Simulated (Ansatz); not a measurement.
**TaSi2As4 monolayer in a perpendicular field**

Wanted: the out-of-plane response of the TaSi2As4 monolayer. A positive field points along +c.

Calculated with Ansatz 0.2.0; plane-wave DFT, PBE-D3(BJ), Ansatz PAW (set soft_1); PAW set soft_1.

### 1. Starting point

The cell holds 7 atoms: 4 As, 2 Si and 1 Ta. Its edges and angles: a = 3.630 Å, b = 3.630 Å, c = 49.788 Å, α = 90.0°, β = 90.0°, γ = 120.0°. Vacuum lies along c.

### 2. Relaxing the slab

The starting cell is a guess, so the in-plane lattice and the atoms are relaxed first, with the slab cut off from its images along the normal.

input.yaml

```yaml
crystal:
  lattice:
    - [3.63, 0.0, 0.0]
    - [-1.815, 3.1436722157, 0.0]
    - [0.0, 0.0, 49.7884686575]
  atoms:
    - { symbol: As, position: [0.0, 0.0, 0.4057164348] }
    - { symbol: Si, position: [0.3333333333, 0.6666666667, 0.4210206037] }
    - { symbol: As, position: [0.3333333333, 0.6666666667, 0.4658100912] }
    - { symbol: Ta, position: [0.0, 0.0, 0.5], spin: 1.0 }
    - { symbol: As, position: [0.3333333333, 0.6666666667, 0.5341899088] }
    - { symbol: Si, position: [0.3333333333, 0.6666666667, 0.5789793963] }
    - { symbol: As, position: [0.0, 0.0, 0.5942835652] }
  periodic: [true, true, false]
magnetization:
  spin_polarized: true
kpoints:
  mp_grid: { grid: [12, 12, 1] }
hamiltonian:
  xc: pbe
  dispersion: d3bj
  pseudopotentials: { kind: paw, azcp: { folder: soft_1 } }
scf:
  occupations: { method: fermi_dirac, width: 0.05 }
  convergence: { dr2_threshold: 1.0e-09 }
relax:
  f_tol: 0.004
  max_steps: 90
  cell: {}
output:
  write_potential: true
  write_density: true
  volumetric_format: npy
```

Run with:

```console
> ansatz run input.yaml --threads 4 --pin off --max-ram 6144MiB --backend cpu --events-out ev --progress --plain --runs-dir out
```

Numbers of over 12 decimals in the logs are rounded to 6 here.

The log of the run:

```text
Warning: relax.cell: scf.convergence.dr2_threshold = 1e-9 eV is looser than the 1.86213439517e-10 eV advised for a relaxation that steers and ends on the stress (1e-10 eV for each atom of the cell: 7, times the square of relax.cell.stress_2d_tol = 0.05 N/m over 19.4 Å (the atoms' height at the walk's start and 5 Å past either face), 2.579e-2 GPa, over a crystal's default 0.05). What an SCF threshold leaves in a stress goes as its square root, and in the free energy as the threshold itself, and one threshold admits the most on a small cell: [figures from the program's tests cut] Set scf.convergence.dr2_threshold to 1.86213439517e-10 eV or tighter. [rest of the remark cut]
Engine: ansatz 0.2.0, x86_64-unknown-linux-gnu
Pseudopotentials: kind: paw
Pseudopotential: As, paw, valence charge 15, recommended cutoff 420 eV (normal), soft_1/As.paw.azcp
Pseudopotential: Si, paw, valence charge 4, recommended cutoff 420 eV (normal), soft_1/Si.paw.azcp
Pseudopotential: Ta, paw, valence charge 13, recommended cutoff 420 eV (normal), soft_1/Ta.paw.azcp
Functional definition: PBE
  parameter kappa = 0.804
  parameter beta = 0.066725
  exchange = pbe_x(kappa = kappa, mu = beta*pi^2/3)
  correlation = pbe_c(beta = beta)
Crystal: 7 atoms, lattice volume = 568.163 Å³
Basis set: ecut = 420 eV, 10931 PW (Γ), exchange–correlation on 50×50×720 points (8 copies of the dense FFT grid, shifted against one another)
Bands: 50, of which v1, the nominal top of the filled ones, is band 41 counted from 1 (40 counted from 0)
Symmetry: 12 space group operations
Space group: P-6m2 (ITA 187), of the structure as read, at distance tolerance 8.3e-5 Å
Magnetic group: BNS 187.209 (UNI 1439), of the structure as read, at distance tolerance 8.3e-5 Å
k-points: 19 of 144 (time reversal used)
Non-local potential: As, projectors of the file, l = 0: 2, l = 1: 2, l = 2: 3, l = 3: 1
Non-local potential: Si, projectors of the file, l = 0: 2, l = 1: 2, l = 2: 1
Non-local potential: Ta, projectors of the file, l = 0: 3, l = 1: 2, l = 2: 2, l = 3: 1
PAW form: soft (Blöchl's): semilocal exchange-correlation on the pseudo side does not see the compensation charge
PAW one-centre angular grid: As, 590 points (default); XC on 64 Gauss nodes
PAW one-centre angular grid: Si, 110 points (default); XC on 64 Gauss nodes
PAW one-centre angular grid: Ta, 590 points (default); XC on 64 Gauss nodes
Initial density: superposition of atomic densities (neutral atoms: chi_scale 0, normalization atom)
Starting moments: Σ|m| = 1 μB on 1 of 7 sites
Initial wavefunctions: pseudopotential atomic-orbital guess
Functional: x = pbe(κ = 0.804, μ = 0.219515), c = pbe(β = 0.066725)
SCF iter   1: F=—  HF=-30631.969804 eV  |F-HF|=—  |Δ(HF+E_count)|=         —  Δρ=1.12e-2 (↑1.12e-2 ↓1.05e-2)  dr2=3.72e0  dr2_m=2.82e-2  M=0.643 μB ∫|m|=0.759 μB  β_m=0.30  ethr=3.10e-3  ⟨swp⟩=14.3  Hψ=11444  notcnv=0  defer=5
Mixer restart at iter 1: flushing history
preconditioner: auto → LDOS  [metal: Δε(μ)=0.055 eV  Ē_g=8.758 eV  σ=0.050 eV  W_gap=0.25  n_scr=30 (ndim 8)  ℏωp=8.9 eV  f_vac=0.729  D(μ)=2.07/eV (n_scr^D=12)]
spin=Collinear: LDOS preconditioning applied to the charge; magnetization (m = ρ↑ − ρ↓) channel mixes plain (no charge-response kernel on spin).
SCF iter   2: F=—  HF=-30631.432073 eV  |F-HF|=—  |Δ(HF+E_count)|=   5.38e-1  Δρ=7.62e-3 (↑7.62e-3 ↓7.11e-3)  dr2=1.35e0  dr2_m=1.58e-2  M=0.636 μB ∫|m|=0.734 μB  β_m=0.55  ethr=3.10e-3  ⟨swp⟩=3.4  Hψ=2977  notcnv=0  defer=97
SCF iter   3: F=—  HF=-30631.164707 eV  |F-HF|=—  |Δ(HF+E_count)|=   2.67e-1  Δρ=1.61e-3 (↑1.61e-3 ↓1.42e-3)  dr2=3.11e-2  dr2_m=2.53e-3  M=0.575 μB ∫|m|=0.636 μB  β_m=0.60  ethr=1.67e-3  ⟨swp⟩=3.6  Hψ=3221  notcnv=0  defer=97
SCF iter   4: F=—  HF=-30631.176334 eV  |F-HF|=—  |Δ(HF+E_count)|=         —  Δρ=1.15e-3 (↑1.15e-3 ↓1.02e-3)  dr2=3.20e-3  dr2_m=5.43e-3  M=0.420 μB ∫|m|=0.460 μB  β_m=0.60  ethr=3.84e-5  ⟨swp⟩=4.3  Hψ=5172  notcnv=0  defer=96
SCF iter   5: F=—  HF=-30631.179305 eV  |F-HF|=—  |Δ(HF+E_count)|=   2.97e-3  Δρ=7.09e-4 (↑7.08e-4 ↓7.09e-4)  dr2=2.77e-4  dr2_m=2.51e-3  M=0.360 μB ∫|m|=0.389 μB  β_m=0.80  ethr=3.95e-6  ⟨swp⟩=3.1  Hψ=3440  notcnv=0  defer=96
SCF iter   6: F=—  HF=-30631.182779 eV  |F-HF|=—  |Δ(HF+E_count)|=   3.47e-3  Δρ=4.16e-4 (↑4.08e-4 ↓4.16e-4)  dr2=9.53e-4  dr2_m=8.22e-4  M=0.249 μB ∫|m|=0.265 μB  β_m=0.81  ethr=3.42e-7  ⟨swp⟩=4.1  Hψ=4586  notcnv=0  defer=96
SCF iter   7: F=—  HF=-30631.184198 eV  |F-HF|=—  |Δ(HF+E_count)|=   1.42e-3  Δρ=2.40e-4 (↑2.23e-4 ↓2.40e-4)  dr2=1.13e-4  dr2_m=2.69e-4  M=0.156 μB ∫|m|=0.164 μB  β_m=0.90  ethr=3.42e-7  ⟨swp⟩=3.9  Hψ=4340  notcnv=0  defer=96
SCF iter   8: F=—  HF=-30631.185326 eV  |F-HF|=—  |Δ(HF+E_count)|=   1.13e-3  Δρ=5.61e-5 (↑5.61e-5 ↓5.16e-5)  dr2=6.70e-5  dr2_m=1.04e-5  M=0.031 μB ∫|m|=0.032 μB  β_m=0.91  ethr=1.40e-7  ⟨swp⟩=4.3  Hψ=4657  notcnv=0  defer=96
SCF iter   9: F=—  HF=-30631.185413 eV  |F-HF|=—  |Δ(HF+E_count)|=   8.64e-5  Δρ=2.50e-5 (↑2.50e-5 ↓2.05e-5)  dr2=7.95e-6  dr2_m=1.82e-6  M=0.012 μB ∫|m|=0.012 μB  β_m=0.81  ethr=8.27e-8  ⟨swp⟩=3.0  Hψ=4030  notcnv=0  defer=96
SCF iter  10: F=—  HF=-30631.185416 eV  |F-HF|=—  |Δ(HF+E_count)|=   3.31e-6  Δρ=8.60e-6 (↑8.01e-6 ↓8.60e-6)  dr2=5.96e-7  dr2_m=2.75e-7  M=0.004 μB ∫|m|=0.004 μB  β_m=0.83  ethr=9.81e-9  ⟨swp⟩=3.7  Hψ=4310  notcnv=0  defer=96
SCF iter  11: F=—  HF=-30631.185417 eV  |F-HF|=—  |Δ(HF+E_count)|=   1.09e-6  Δρ=2.65e-6 (↑2.59e-6 ↓2.65e-6)  dr2=5.35e-8  dr2_m=2.83e-8  M=0.000 μB ∫|m|=0.001 μB  β_m=0.91  ethr=7.36e-10  ⟨swp⟩=4.0  Hψ=4541  notcnv=0  defer=96
SCF iter  12: F=—  HF=-30631.185417 eV  |F-HF|=—  |Δ(HF+E_count)|=   1.42e-7  Δρ=9.01e-7 (↑8.07e-7 ↓9.01e-7)  dr2=1.13e-8  dr2_m=2.23e-9  M=0.000 μB ∫|m|=0.000 μB  β_m=0.84  ethr=6.60e-11  ⟨swp⟩=3.4  Hψ=4119  notcnv=0  defer=96
SCF iter  13: F=—  HF=-30631.185417 eV  |F-HF|=—  |Δ(HF+E_count)|=   1.45e-8  Δρ=3.18e-7 (↑2.28e-7 ↓3.18e-7)  dr2=1.31e-9  dr2_m=2.01e-10  M=0.000 μB ∫|m|=0.000 μB  β_m=0.77  ethr=1.39e-11  ⟨swp⟩=3.0  Hψ=4089  notcnv=0  defer=96
SCF iter  14: F=-30631.185417 eV  HF=-30631.185417 eV  |F-HF|=2.66e-9  |Δ(HF+E_count)|=   2.68e-9  Δρ=9.63e-8 (↑9.63e-8 ↓9.40e-8)  dr2=8.60e-11  dr2_m=2.19e-11  M=-0.000 μB ∫|m|=0.000 μB  ethr=1.23e-12  ⟨swp⟩=8.9  Hψ=14284  notcnv=0
[...]
Initial wavefunctions: pseudopotential atomic-orbital guess (no wavefunctions were taken with the density)
iter 1 solved again at ethr=1.65e-6 eV; its pass at ethr=3.10e-3 eV (dr2=1.33e-3 eV) is discarded
SCF iter   1: F=—  HF=-30632.787194 eV  |F-HF|=—  |Δ(HF+E_count)|=         —  Δρ=3.60e-6 (↑3.60e-6 ↓3.60e-6)  dr2=2.15e-8  dr2_m=1.51e-11  M=-0.000 μB ∫|m|=0.000 μB  β_m=0.65  ethr=1.65e-6  ⟨swp⟩=6.6  Hψ=18820  notcnv=0
eigensolver tolerance schedule: the retry pair's looser diagonalisation over-reported the residual by 62028.75 of it (diagonalisation noise at an unbounded share of the residual, at the tolerance the schedule requests for it); recorded, not acted on — ethr = c·dr2/N_el stays at c = 1.0e-1
spin=Collinear: LDOS preconditioning applied to the charge; magnetization (m = ρ↑ − ρ↓) channel mixes plain (no charge-response kernel on spin).
SCF iter   2: F=—  HF=-30632.787309 eV  |F-HF|=—  |Δ(HF+E_count)|=   1.16e-4  Δρ=1.45e-6 (↑1.45e-6 ↓1.45e-6)  dr2=1.26e-8  dr2_m=9.40e-12  M=-0.000 μB ∫|m|=0.000 μB  β_m=0.37  ethr=2.66e-11  ⟨swp⟩=6.5  Hψ=7940  notcnv=0
SCF iter   3: F=—  HF=-30632.787307 eV  |F-HF|=—  |Δ(HF+E_count)|=   2.02e-6  Δρ=1.33e-6 (↑1.33e-6 ↓1.33e-6)  dr2=3.74e-9  dr2_m=7.40e-12  M=-0.000 μB ∫|m|=0.000 μB  β_m=0.69  ethr=1.55e-11  ⟨swp⟩=2.2  Hψ=2359  notcnv=0
iter 4 met the thresholds in force, and the SCF goes on: an eigenvalue changes by 0.27 meV, over its tolerance of 0.06 meV (output.eigenvalues, Limitations)
SCF iter   4: F=-30632.787336 eV  HF=-30632.787333 eV  |F-HF|=2.97e-6  |Δ(HF+E_count)|=   2.57e-5  Δρ=3.57e-7 (↑3.57e-7 ↓3.54e-7)  dr2=9.47e-10  dr2_m=2.49e-12  M=-0.000 μB ∫|m|=0.000 μB  β_m=0.62  ethr=1.23e-12  ⟨swp⟩=17.1  Hψ=18615  notcnv=0
iter 5 met the thresholds in force, and the SCF goes on: an eigenvalue changes by 0.12 meV, over its tolerance of 0.05 meV (output.eigenvalues, Limitations)
SCF iter   5: F=-30632.787336 eV  HF=-30632.787335 eV  |F-HF|=7.82e-7  |Δ(HF+E_count)|=   2.18e-6  Δρ=1.88e-7 (↑1.88e-7 ↓1.84e-7)  dr2=3.77e-10  dr2_m=1.75e-12  M=-0.000 μB ∫|m|=0.000 μB  β_m=1.00  ethr=1.17e-12  ⟨swp⟩=9.3  Hψ=11970  notcnv=0
Mixer restart at iter 5: flushing history
SCF iter   6: F=-30632.787336 eV  HF=-30632.787336 eV  |F-HF|=1.40e-9  |Δ(HF+E_count)|=   7.83e-7  Δρ=1.07e-7 (↑1.07e-7 ↓1.01e-7)  dr2=1.21e-9  dr2_m=8.10e-13  M=-0.000 μB ∫|m|=0.000 μB  β_m=1.00  ethr=1.00e-12  ⟨swp⟩=2.8  Hψ=2813  notcnv=0  κ⁻¹=1.0e0(r=1)
SCF iter   7: F=-30632.787336 eV  HF=-30632.787336 eV  |F-HF|=3.49e-10  |Δ(HF+E_count)|=  4.66e-10  Δρ=6.26e-8 (↑5.50e-8 ↓6.26e-8)  dr2=5.02e-10  dr2_m=6.45e-13  M=-0.000 μB ∫|m|=0.000 μB  ethr=1.00e-12  ⟨swp⟩=9.7  Hψ=12073  notcnv=0
the starting moments were not kept: the SCF closed with an absolute magnetisation of 8.8e-6 μB, where they sum to 1 μB in size (1 site). That is at most 0.1 of that sum. Measured as dr2_m measures the in/out step, that magnetisation stands 8.7e-12 eV from none, at or under the dr2_threshold of 1.0e-9 eV: it is no larger than a step whose dr2_m would equal this threshold.
SCF 7 converged in 7 iterations: F = -30632.787336 eV  dr2 = 5.02e-10
relax step   7: F+E_penalty+E_count = -30632.78733590 eV  Δ(F+E_penalty+E_count) = -3.842e-5 eV  max|allowed force component| = 9.816e-4 eV/Å  Δτ_max = 0.0000 Å  P = +0.005 N/m  Ω = 569.424 Å³  fix = [c, alpha, beta]  reactions: c +0.000 N/m  stress off target by 4.70e-3 N/m on what of the cell is left free  SCF on the basis re-selected at this cell (its energy is not comparable with the rows above)  (7 SCF iters)
basis re-selected at this cell: Δ(F+E_penalty+E_count) = -3.842e-5 eV, ΔP = +0.001 N/m vs the last step (what re-selecting the basis moved, of the pressure what is left beyond the Pulay correction that the steps carried, after the strain that the cell walked since its last selection, with what the two solves' SCF thresholds leave and, on support functions, any second-order correction that the steps lacked; it is no m [...]
SCF converged after 7 iterations
an eigenvalue changed by more than its tolerance at an iteration that met the thresholds in force, so the SCF went on 2 times, its first undamped step at iteration 5: the last check found none over its tolerance
Magnetization: -0.0000 μB (40.5000 up, 40.5000 down)
Absolute magnetization: 0.0000 μB (∫|ρ↑−ρ↓|, with the PAW one-centre terms)
Spin contamination: 0.0000 ħ² per cell (⟨S²⟩ above its minimum at these occupations)
Per-site moments (μB) at R_I (Å): [(-4.390730009187905e-8, 0.977022), (-1.3402997493465575e-7, 0.967043), (1.4457999231649453e-7, 0.967043), (-3.8967084455845225e-6, 1.072468), (1.4457999229894684e-7, 0.967043), (-1.34029974942667e-7, 0.967043), (-4.390730029036452e-8, 0.977022)]
Free energy (F): -30632.787336 eV
Harris-Foulkes:  -30632.787336 eV  (|F-HF|=3.49e-10)
Internal energy: -30632.766301 eV  (E = F + TS)
E sigma→0 (E₀):  -30632.776819 eV
Entropy (-TS):   -0.021035 eV (-3.005 meV/atom)
Fermi energy:    -4.899151 eV
--- Per-component energies (eV) ---
  E_band       = -2311.537658
  E_kinetic    = 866.212138
  E_local      = -450876.667351  (includes V_loc(G=0)·N_el)
  E_nonlocal   = -1538.323874
  E_hartree    = 225209.144497
  E_xc         = -716.349345
  E_vxc        = -624.901962  (∫ρ·V_xc dr)
  E_paw        = -17381.851446  (= ΣΔE_a)
  E_vpaw       = -556.138920  (= ΣTr[D̂ρ^β])
  E_aug_tail   = 0.000151  (compensation charges beyond the density's cutoff)
  E_ewald      = 213807.534650
  E_disp       = -2.465721  (pairwise vdW)
  E_smearing   = -0.021035  (= −TS)
  E_closure    = -0.000000  (closes the sum)
  Σ components = -30632.787336   (vs F -30632.787336, Δ=0.00e0)
--- Forces (eV/Å), atoms counted from 1 ---
  atom   1  As     0.00000000    -0.00000000     0.00006285
  atom   2  Si     0.00000000    -0.00000000     0.00010854
  atom   3  As    -0.00000000    -0.00000000    -0.00098159
  atom   4  Ta     0.00000000    -0.00000000     0.00000000
  atom   5  As    -0.00000000    -0.00000000     0.00098159
  atom   6  Si    -0.00000000     0.00000000    -0.00010854
  atom   7  As     0.00000000    -0.00000000    -0.00006285
  max |Σ_I F_I| component: 4.22e-17 eV/Å
--- 2D stress c σ (N/m, compression-positive) ---
        0.004702       0.000000       0.000000
        0.000000       0.004702       0.000000
        0.000000       0.000000       0.000000
  P = ½ c Tr σ = 0.0047 N/m
--- Band table (eV; the first three rows and the last of 38) ---
  k-point 0 ↑: bands = [... 37 lower, -5.5995, -5.1740, -5.1740, -4.5815, -2.5945, -2.5033, -1.9837, -1.9837, ... 5 higher]
  k-point 1 ↑: bands = [... 37 lower, -5.7762, -5.3452, -5.3165, -4.5529, -2.3467, -2.3355, -1.7870, -1.7685, ... 5 higher]
  k-point 2 ↑: bands = [... 37 lower, -6.0812, -5.7364, -5.6539, -4.6888, -2.7749, -2.6963, -1.8442, -1.6963, ... 5 higher]
  k-point 18 ↓: bands = [... 37 lower, -7.5100, -6.5577, -5.7381, -4.1718, -3.3558, -3.2191, -2.9329, -2.2021, ... 5 higher]
  the weakly bound empty levels are not read free of the cell's end (no_gap_told)
--- Relaxed structure (6 steps of the walk, 6 accepted, 1 SCFs on fresh bases) ---
  F+E_penalty+E_count = -30632.78733590 eV   max|allowed force component| = 9.816e-4 eV/Å   (the final SCF, on the basis selected at the relaxed cell)
  cell:  # Å, volume = 569.4241 Å³
    - [3.634028, 0.0, 0.0]
    - [-1.817014, 3.147160, 0.0]
    - [0.0, 0.0, 49.7884686575]
  atoms:
    - { symbol: As, position: [1.0573552618554987e-17, -5.135725556199064e-17, 0.400000] }
    - { symbol: Si, position: [0.333333, 0.666667, 0.422075] }
    - { symbol: As, position: [0.333333, 0.666667, 0.469161] }
    - { symbol: Ta, position: [1.0573552618554987e-17, -5.135725556199064e-17, 0.5] }
    - { symbol: As, position: [0.333333, 0.666667, 0.530839] }
    - { symbol: Si, position: [0.333333, 0.666667, 0.577925] }
    - { symbol: As, position: [1.0573552618554987e-17, -5.135725556199064e-17, 0.600000] }
```

Elapsed: 12 min, on 4 threads of Intel Xeon at 2.50GHz (Skylake/Cascade Lake), shared host; peak memory 1.5 GiB.

Relaxation path:

```
step  energy less that of the first step (eV)  largest force component (eV/Å)  volume (Å³)
   1                                   0.0000                          3.2772       568.16
   2                                  -1.4699                          1.0274       563.96
   3                                  -1.5824                          0.1956       558.53
   4                                  -1.6016                          0.0594       568.63
   5                                  -1.6019                          0.0102       569.38
   6                                  -1.6019                          0.0010       569.42
  7*                                  -1.6019                          0.0010       569.42
```

Relaxation steps marked * repeat the geometry before them on a plane-wave basis chosen anew for their cell, so energy and pressure can jump there.

The run keeps the 12 symmetry operations that it works with, so distortions that break them were not tested.

```csv
cell as run,before,after,change
a (Å),3.630,3.634,+0.1 %
b (Å),3.630,3.634,+0.1 %
```

The atoms that moved most (Å, along periodic axes as changes of fractional coordinates times the final cell, across vacuum about the mean position):

| atom | dx | dy | dz | length |
| --- | --- | --- | --- | --- |
| As7 | 0.000 | 0.000 | 0.285 | 0.285 |
| As1 | 0.000 | 0.000 | -0.285 | 0.285 |
| As5 | 0.000 | 0.000 | -0.167 | 0.167 |
| As3 | 0.000 | 0.000 | 0.167 | 0.167 |
| Si6 | 0.000 | 0.000 | -0.052 | 0.052 |
| Si2 | 0.000 | 0.000 | 0.052 | 0.052 |

Numbers from this step:

```
energy at zero smearing : -30632.7768 eV
```

The lattice constant a goes from 3.630 to 3.634 Å.

(Continued in part 2 of 2.)

[Logs are printed without paths, hosts, clocks, repeated set-up lines and the standing remarks that a program may print on its own settings, such as how far it seeks lower states.]

[Hosts, paths, dates, database ids (printed as entryN), source tags and the programs' standing remarks are cut or masked in the printed files.]

[Maps of the electrostatic potential energy from Ansatz leave out the sawtooth potential of an applied field or a dipole correction, so their vacuum need not be flat; planar profiles and work functions include it.]
